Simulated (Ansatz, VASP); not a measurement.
## One calculation of NaH, two programs

The input INCAR:

```
  PREC = Accurate
  ENCUT = 520
  EDIFF = 1E-7
  ISMEAR = 0
  SIGMA = 0.05
  LREAL = False
  LASPH = True
  NELM = 100
  ALGO = Normal
  ISIF = 2
  LWAVE = False
  LCHARG = False
  GGA = CA
  NBANDS = 11
```

Contents of KPOINTS:

```
regular mesh
0
Gamma
  8 8 8
```

Contents of POSCAR:

```
NaH
1.0
    0.0000000000      2.4766000000      2.4034000000
    2.4766000000      0.0000000000      2.4034000000
    2.4766000000      2.4766000000      0.0000000000
Na H
1 1
Direct
    0.0000000000      0.0000000000      0.0000000000
    0.5000000000      0.5000000000      0.5000000000
```

Input for Ansatz:

```yaml
crystal:
  lattice:
    - [0.0, 2.4766, 2.4034]
    - [2.4766, 0.0, 2.4034]
    - [2.4766, 2.4766, 0.0]
  atoms:
    - { symbol: Na, position: [0.0, 0.0, 0.0] }
    - { symbol: H, position: [0.5, 0.5, 0.5] }
basis:
  ecutwfc: 420
kpoints:
  mp_grid: { grid: [8, 8, 8] }
hamiltonian:
  xc: lda
scf:
  occupations: { method: gaussian, width: 0.05 }
output:
  forces: true
  stress: true
  eigenvalues: true
```

Change from the starting cell: strain +0.015 along x and y, -0.015 along z, atoms carried along.

Alike in both runs: task single point; functional LDA; k mesh 8 × 8 × 8; occupations gaussian, width 0.05 eV; no spin polarisation.

|  | VASP | Ansatz |
| --- | --- | --- |
| version | VASP 6.6.1 | Ansatz 0.2.0 |
| potentials or method | VASP PAW LDA potentials, release 64 (Na_pv, H) | scalar-relativistic, plane waves, PAW |
| plane-wave cutoff (eV) | 520 | 420 |
| valence electrons in the cell | 8 | 10 |

```tsv
	VASP	Ansatz	Ansatz less VASP
gap on the k mesh at the Fermi level (eV)	3.33	3.34	+0.001
least direct gap on the mesh (eV)	4.23	4.24	+0.003
pressure (GPa)	-2.9	-2.8	+0.05
largest component of the traceless stress (GPa)	0.46	0.45	-0.005
```

The two sets of potentials don't hold the same shells in valence.

A k mesh can miss the band edges.
